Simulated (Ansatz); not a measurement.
## AgO: enthalpy against pressure

AgO, F-43m, a = 4.949 Å. The structure is a COD entry; whether it is the stable form wasn't checked. Ansatz: PBEsol, PAW, 420 eV, Γ-centred 14×14×14 mesh on 2 atoms, Gaussian smearing 0.10 eV; no spin polarisation. Cell and atoms are relaxed at each pressure, and no other structure is tried, so the rows at high pressure may lie past a change of phase. y is the enthalpy over the state at zero pressure; there V0 = 15.155 Å³/atom. The pressures are the targets, met within 0.04 GPa.

```
P (GPa) y (eV/atom)
   -2.0      -0.1910
    0.0       0.0000
    2.0       0.1875
    5.0       0.4629
   10.0            ?
   20.0       1.7601
   40.0       3.3467
```

Task: Fit y = c1 P + c2 P² + c3 P³ to the other rows, say what c1 and c2 mean, and predict the missing value.

Result: Least squares on the rows shown. y = 0.094476 P − 0.00037712 P² + 2.6731×10⁻⁶ P³. Since dH/dP = V, c1 is V0: 0.094476 eV/GPa × 160.2 = 15.135 Å³ against 15.155; c2 = −V0/(2B0) gives B0 = 125 GPa, where a Birch–Murnaghan fit to the volumes of the same runs (not shown) gives 109 GPa: a cubic over this range folds the higher terms into c2. At P = 10.0 the fit asked for gives 0.9097 eV/atom. The run gave 0.9086 eV/atom, so the fit is 0.0011 eV/atom too high, 0.031 % of the span of the series, against an rms of 0.0003 eV/atom on the fitted rows. With a term in P⁴ added, a fit to the same known rows predicts 0.9084 eV/atom, so most of the miss is curvature that the known rows already hold.

Spin polarisation was left out, and a magnetic state may lie lower. The mesh isn't the same in all rows (14×14×14, 16×16×16).